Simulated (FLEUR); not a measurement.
# Pb (P6_3/mmc) in FLEUR: a series of runs, part 2 of 2

FLEUR MaX-R8.1 (later development tree). The steps go on from the part before.

### Step 3. Band structure, LDA, spin-orbit coupling, no magnetisation

Input file inp.xml:

```xml
<?xml version="1.0" encoding="UTF-8" standalone="no"?>
<fleurInput fleurInputVersion="0.39">
   <comment>
      Pb                                                                                                  
   </comment>
   <calculationSetup>
      <cutoffs Kmax="4.1" Gmax="12.7" GmaxXC="12.7" numbands="all"/>
      <scfLoop itmax="60" minDistance="0.00001" maxIterBroyd="15" imix="Anderson" alpha="0.05" precondParam="0.0" spinf="2.0" sdNocoIR="T"/>
      <coreElectrons ctail="T" frcor="F" kcrel="0" coretail_lmax="0"/>
      <xcFunctional name="vwn" relativisticCorrections="F"/>
      <magnetism jspins="1"/>
      <soc l_soc="T" theta="0.0" phi="0.0" spav="F"/>
      <expertModes spex="0" secvar="F"/>
      <geometryOptimization l_f="F" forcealpha="1.0" forcemix="BFGS" epsdisp="0.00001" epsforce="0.00001"/>
      <ldaU l_linMix="F" mixParam="0.05" spinf="1.0"/>
   </calculationSetup>
   <cell>
      <bzIntegration valenceElectrons="40.0" mode="hist" fermiSmearingEnergy="0.00183747">
         <kPointListSelection listName="default-1"/>
         <!-- k-points included here -->
         <xi:include xmlns:xi="http://www.w3.org/2001/XInclude" href="kpts.xml"> </xi:include>
      </bzIntegration>
      <!-- symmetry operations included here -->
      <xi:include xmlns:xi="http://www.w3.org/2001/XInclude" href="sym.xml"> </xi:include>
      <bulkLattice scale="1.0">
         <bravaisMatrix>
            <row-1>    6.5762469136079993     0.0000000000000000     0.0000000000000000</row-1>
            <row-2>   -3.2881234568039996     5.6951968888005178     0.0000000000000000</row-2>
            <row-3>    0.0000000000000000     0.0000000000000000    10.5635690365139983</row-3>
         </bravaisMatrix>
      </bulkLattice>
   </cell>
   <atomSpecies>
      <species name="Lead (Pb)" element="Pb" atomicNumber="82">
         <mtSphere radius="2.66" gridPoints="879" logIncrement="0.015"/>
         <atomicCutoffs lmax="10" lnonsphr="10"/>
         <electronConfig flipSpins="F">
            <coreConfig>(1s1/2) (2s1/2) (2p1/2) (2p3/2) (3s1/2) (3p1/2) (3p3/2) (4s1/2) (3d3/2) (3d5/2) (4p1/2) (4p3/2) (4d3/2) (4d5/2) (4f5/2) (4f7/2) (5s1/2)</coreConfig>
            <valenceConfig>(5p1/2) (5p3/2) (6s1/2) (5d3/2) (5d5/2) (6p1/2) (6p3/2)</valenceConfig>
            <stateOccupation state="(6p1/2)" spinUp="0.333333" spinDown="0.333333"/>
            <stateOccupation state="(6p3/2)" spinUp="0.666667" spinDown="0.666667"/>
         </electronConfig>
         <energyParameters s="6" p="6" d="5" f="5"/>
         <lo type="SCLO" l="1" n="5" eDeriv="0"/>
         <lo type="SCLO" l="1" n="5" eDeriv="1"/>
         <lo type="SCLO" l="0" n="6" eDeriv="2"/>
         <lo type="SCLO" l="2" n="5" eDeriv="2"/>
         <lo type="SCLO" l="3" n="5" eDeriv="2"/>
      </species>
   </atomSpecies>
   <atomGroups>
      <atomGroup species="Lead (Pb)">
         <relPos label="                   1">-1.000/3.000 1.000/3.000 -1.000/4.000</relPos>
         <relPos label="                   2">1.000/3.000 -1.000/3.000 1.000/4.000</relPos>
         <force calculate="T" relaxXYZ="TTT"/>
      </atomGroup>
   </atomGroups>
   <output dos="F" band="F" slice="F">
      <checks vchk="F" cdinf="F"/>
      <bandDOS minEnergy="-.5*Htr" maxEnergy="0.5*Htr" sigma="0.015" storeEVData="T"/>
      <vacuumDOS vacdos="F" integ="F" star="F" nstars="0" locx1="0.0" locy1="0.0" locx2="0.0" locy2="0.0" nstm="0" tworkf="0.0"/>
      <unfoldingBand unfoldBand="F" supercellX="1" supercellY="1" supercellZ="1"/>
      <plotting iplot="0" polar="F">
         <plot TwoD="T" vec1="  1.0  0.0  0.0" vec2="  0.0  1.0  0.0" vec3="  0.0  0.0  1.0" zero="  0.0  0.0  0.0" file="plot"/>
      </plotting>
      <chargeDensitySlicing numkpt="0" minEigenval="0.0" maxEigenval="0.0" nnne="0" pallst="F"/>
      <specialOutput eonly="F"/>
      <moessbauerParams electricFieldGradient="T" isomerShift="T" coreHyperfine="T" valenceHyperfine="T"/>
      <magneticCircularDichroism mcd="F" energyLo="-10.0" energyUp="0.0"/>
   </output>
  <!-- We include the file relax.xml here to enable relaxations (see documentation) -->
  <xi:include xmlns:xi="http://www.w3.org/2001/XInclude" href="relax.xml"> <xi:fallback/> </xi:include>
</fleurInput>
```

Input file crystal.txt:

```
Pb
&input cartesian=F /
3.4800000000  0.0000000000  0.0000000000
-1.7400000000  3.0137684052  0.0000000000
0.0000000000  0.0000000000  5.5900000000
1.8897261246
1.0 1.0 1.0

2
82 0.6666666666  0.3333333332  0.7500000000
82 0.3333333332  0.6666666666  0.2500000000

&soc 0.0 0.0 /
&kpt div1=7 div2=7 div3=4 gamma=T /
```

Input file inp.xml (bands):

```
<?xml version="1.0" encoding="UTF-8" standalone="no"?>
<fleurInput fleurInputVersion="0.39">
   <comment>
      Pb                                                                                                  
   </comment>
   <calculationSetup>
      <cutoffs Kmax="4.1" Gmax="12.7" GmaxXC="12.7" numbands="all"/>
      <scfLoop itmax="60" minDistance="0.00001" maxIterBroyd="15" imix="Anderson" alpha="0.05" precondParam="0.0" spinf="2.0" sdNocoIR="T"/>
      <coreElectrons ctail="T" frcor="F" kcrel="0" coretail_lmax="0"/>
      <xcFunctional name="vwn" relativisticCorrections="F"/>
      <magnetism jspins="1"/>
      <soc l_soc="T" theta="0.0" phi="0.0" spav="F"/>
      <expertModes spex="0" secvar="F"/>
      <geometryOptimization l_f="F" forcealpha="1.0" forcemix="BFGS" epsdisp="0.00001" epsforce="0.00001"/>
      <ldaU l_linMix="F" mixParam="0.05" spinf="1.0"/>
   </calculationSetup>
   <cell>
      <bzIntegration valenceElectrons="40.0" mode="hist" fermiSmearingEnergy="0.00183747">
         <kPointListSelection listName="path-1"/>
         <!-- k-points included here -->
         <xi:include xmlns:xi="http://www.w3.org/2001/XInclude" href="kpts.xml"> </xi:include>
      </bzIntegration>
      <!-- symmetry operations included here -->
      <xi:include xmlns:xi="http://www.w3.org/2001/XInclude" href="sym.xml"> </xi:include>
      <bulkLattice scale="1.0">
         <bravaisMatrix>
            <row-1>    6.5762469136079993     0.0000000000000000     0.0000000000000000</row-1>
            <row-2>   -3.2881234568039996     5.6951968888005178     0.0000000000000000</row-2>
            <row-3>    0.0000000000000000     0.0000000000000000    10.5635690365139983</row-3>
         </bravaisMatrix>
      </bulkLattice>
   </cell>
   <atomSpecies>
      <species name="Lead (Pb)" element="Pb" atomicNumber="82">
         <mtSphere radius="2.66" gridPoints="879" logIncrement="0.015"/>
         <atomicCutoffs lmax="10" lnonsphr="10"/>
         <electronConfig flipSpins="F">
            <coreConfig>(1s1/2) (2s1/2) (2p1/2) (2p3/2) (3s1/2) (3p1/2) (3p3/2) (4s1/2) (3d3/2) (3d5/2) (4p1/2) (4p3/2) (4d3/2) (4d5/2) (4f5/2) (4f7/2) (5s1/2)</coreConfig>
            <valenceConfig>(5p1/2) (5p3/2) (6s1/2) (5d3/2) (5d5/2) (6p1/2) (6p3/2)</valenceConfig>
            <stateOccupation state="(6p1/2)" spinUp="0.333333" spinDown="0.333333"/>
            <stateOccupation state="(6p3/2)" spinUp="0.666667" spinDown="0.666667"/>
         </electronConfig>
         <energyParameters s="6" p="6" d="5" f="5"/>
         <lo type="SCLO" l="1" n="5" eDeriv="0"/>
         <lo type="SCLO" l="1" n="5" eDeriv="1"/>
         <lo type="SCLO" l="0" n="6" eDeriv="2"/>
         <lo type="SCLO" l="2" n="5" eDeriv="2"/>
         <lo type="SCLO" l="3" n="5" eDeriv="2"/>
      </species>
   </atomSpecies>
   <atomGroups>
      <atomGroup species="Lead (Pb)">
         <relPos label="                   1">-1.000/3.000 1.000/3.000 -1.000/4.000</relPos>
         <relPos label="                   2">1.000/3.000 -1.000/3.000 1.000/4.000</relPos>
         <force calculate="T" relaxXYZ="TTT"/>
      </atomGroup>
   </atomGroups>
   <output dos="F" band="T" slice="F">
      <checks vchk="F" cdinf="F"/>
      <bandDOS minEnergy="-.5*Htr" maxEnergy="0.5*Htr" sigma="0.015" storeEVData="T"/>
      <vacuumDOS vacdos="F" integ="F" star="F" nstars="0" locx1="0.0" locy1="0.0" locx2="0.0" locy2="0.0" nstm="0" tworkf="0.0"/>
      <unfoldingBand unfoldBand="F" supercellX="1" supercellY="1" supercellZ="1"/>
      <plotting iplot="0" polar="F">
         <plot TwoD="T" vec1="  1.0  0.0  0.0" vec2="  0.0  1.0  0.0" vec3="  0.0  0.0  1.0" zero="  0.0  0.0  0.0" file="plot"/>
      </plotting>
      <chargeDensitySlicing numkpt="0" minEigenval="0.0" maxEigenval="0.0" nnne="0" pallst="F"/>
      <specialOutput eonly="F"/>
      <moessbauerParams electricFieldGradient="T" isomerShift="T" coreHyperfine="T" valenceHyperfine="T"/>
      <magneticCircularDichroism mcd="F" energyLo="-10.0" energyUp="0.0"/>
   </output>
  <!-- We include the file relax.xml here to enable relaxations (see documentation) -->
  <xi:include xmlns:xi="http://www.w3.org/2001/XInclude" href="relax.xml"> <xi:fallback/> </xi:include>
</fleurInput>
```

Potentials or basis: all-electron, FLAPW.

Started as:

```console
$ inpgen -f crystal.txt -profile fastHighL
$ # inp.xml edited to the form shown
$ fleur_MPI
$ fleur_MPI   # second run, on inp.xml (bands)
```

Run time: 29 min. Hardware: 1 thread of Arm Neoverse V1, shared host; peak memory 0.42 GiB.

It converged, with:

```yaml
Free_energy: -1138368.7322 eV
Band_gap_along_the_path: none (metal or under the smearing width)
Valence_electrons_inside_the_program's_atomic_spheres: Pb 18.07 (radii Pb 2.66 bohr)
```

Levels at the corners of the path, in eV from the Fermi level:
```tsv
point	band 36	band 37	band 38	band 39	band 40	band 41	band 42	band 43	band 44	band 45
Γ	-8.18	-4.45	-4.45	4.64	4.64	5.65	5.65	6.23	6.23	8.15
M	-7.34	-3.08	-3.08	-1.84	-1.84	-0.48	-0.48	1.66	1.66	2.00
K	-7.50	-3.10	-3.10	-1.16	-1.16	-0.15	-0.15	0.39	0.39	1.15
Γ	-8.18	-4.45	-4.45	4.64	4.64	5.65	5.65	6.23	6.23	8.15
A	-10.85	0.75	0.75	0.75	0.75	5.56	5.56	5.56	5.56	7.20
L	-7.75	-3.97	-3.97	-3.97	-3.97	2.84	2.84	2.84	2.84	4.12
H	-7.22	-3.07	-3.07	-2.65	-2.65	-1.87	-1.87	-1.27	-1.27	4.93
A	-10.85	0.75	0.75	0.75	0.75	5.56	5.56	5.56	5.56	7.20
L	-7.75	-3.97	-3.97	-3.97	-3.97	2.84	2.84	2.84	2.84	4.12
M	-7.34	-3.08	-3.08	-1.84	-1.84	-0.48	-0.48	1.66	1.66	2.00
K	-7.50	-3.10	-3.10	-1.16	-1.16	-0.15	-0.15	0.39	0.39	1.15
H	-7.22	-3.07	-3.07	-2.65	-2.65	-1.87	-1.87	-1.27	-1.27	4.93
```

Core levels (eV from the Fermi level):
| atom | levels |
| --- | --- |
| 1 Pb | 1s1/2 -87910.1, 2s1/2 -15708.6, 2p1/2 -15088.2, 2p3/2 -12900.5, 3s1/2 -3767.2, 3p1/2 -3487.0, 3p3/2 -2998.9, 4s1/2 -849.2, 3d3/2 -2537.2, 3d5/2 -2433.3, 4p1/2 -728.0, 4p3/2 -608.2, 4d3/2 -410.5, 4d5/2 -388.2, 4f5/2 -131.9, 4f7/2 -126.9, 5s1/2 -140.0 |
| 2 Pb | 1s1/2 -87910.1, 2s1/2 -15708.6, 2p1/2 -15088.2, 2p3/2 -12900.5, 3s1/2 -3767.2, 3p1/2 -3487.0, 3p3/2 -2998.9, 4s1/2 -849.2, 3d3/2 -2537.2, 3d5/2 -2433.3, 4p1/2 -728.0, 4p3/2 -608.2, 4d3/2 -410.5, 4d5/2 -388.2, 4f5/2 -131.9, 4f7/2 -126.9, 5s1/2 -140.0 |
